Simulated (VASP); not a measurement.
Write the native input for VASP 6.6.1 that does the following.

```yaml
Task: band structure
Functional: AM05
Potentials_or_basis: VASP PAW PBE potentials, release 64 (Pb_d, O)
Cutoff: 520 eV
k_mesh: 6 × 6 × 8
Occupations: fermi-dirac, width 0.05 eV
Spin: no spin polarisation
Further_INCAR_settings: ALGO = Normal; EDIFF = 1e-07
```

The structure of PbO2 lies in POSCAR:

```
PbO2
1.0
    4.9949598700      0.0000000000      0.0000000000
    0.0000000000      4.9949598700      0.0000000000
    0.0000000000      0.0000000000      3.4090009600
Pb O
2 4
Direct
    0.5000000000      0.5000000000      0.5000000000
    0.0000000000      0.0000000000      0.0000000000
    0.6925710400      0.6925710400      0.0000000000
    0.8074289600      0.1925710400      0.5000000000
    0.1925710400      0.8074289600      0.5000000000
    0.3074289600      0.3074289600      0.0000000000
```

The cell is a database's computed one.

These files were run (other wordings do the same):

INCAR

```
PREC = Accurate ; ENCUT = 520
EDIFF = 1E-7 ; ISMEAR = -1
SIGMA = 0.05 ; LREAL = F
LASPH = T ; NELM = 100
ALGO = Normal ; ISIF = 2
LWAVE = F ; LCHARG = F
GGA = AM
```

KPOINTS

```
regular mesh
0
Gamma
  6 6 8
```

KPOINTS_OPT

```
path GXMGZRAZ,XR,MA
15
line-mode
reciprocal
 0.0000000000  0.0000000000  0.0000000000  G
 0.0000000000  0.5000000000  0.0000000000  X

 0.0000000000  0.5000000000  0.0000000000  X
 0.5000000000  0.5000000000  0.0000000000  M

 0.5000000000  0.5000000000  0.0000000000  M
 0.0000000000  0.0000000000  0.0000000000  G

 0.0000000000  0.0000000000  0.0000000000  G
 0.0000000000  0.0000000000  0.5000000000  Z

 0.0000000000  0.0000000000  0.5000000000  Z
 0.0000000000  0.5000000000  0.5000000000  R

 0.0000000000  0.5000000000  0.5000000000  R
 0.5000000000  0.5000000000  0.5000000000  A

 0.5000000000  0.5000000000  0.5000000000  A
 0.0000000000  0.0000000000  0.5000000000  Z

 0.0000000000  0.5000000000  0.0000000000  X
 0.0000000000  0.5000000000  0.5000000000  R

 0.5000000000  0.5000000000  0.0000000000  M
 0.5000000000  0.5000000000  0.5000000000  A
```

Potentials or basis: VASP PAW PBE potentials, release 64 (Pb_d, O).

Command:

```console
$ cat potpaw_PBE.64/Pb_d/POTCAR potpaw_PBE.64/O/POTCAR > POTCAR
$ mpirun -np 1 vasp_std > vasp.out
```

It gave:

The pressure is 0.9 GPa. The largest force is 0.023 eV/Å. The band gap along the path is none (metal or under the smearing width).

Caveat: the PAW data sets were made with another functional, which shifts forces and pressure a little; spin-orbit coupling is left out, which moves the levels of the heavy elements.

Wall time 2.4 min on 1 thread of Intel(R) Xeon(R) 6975P-C (Granite Rapids), on a shared host, peak memory 0.3 GiB.
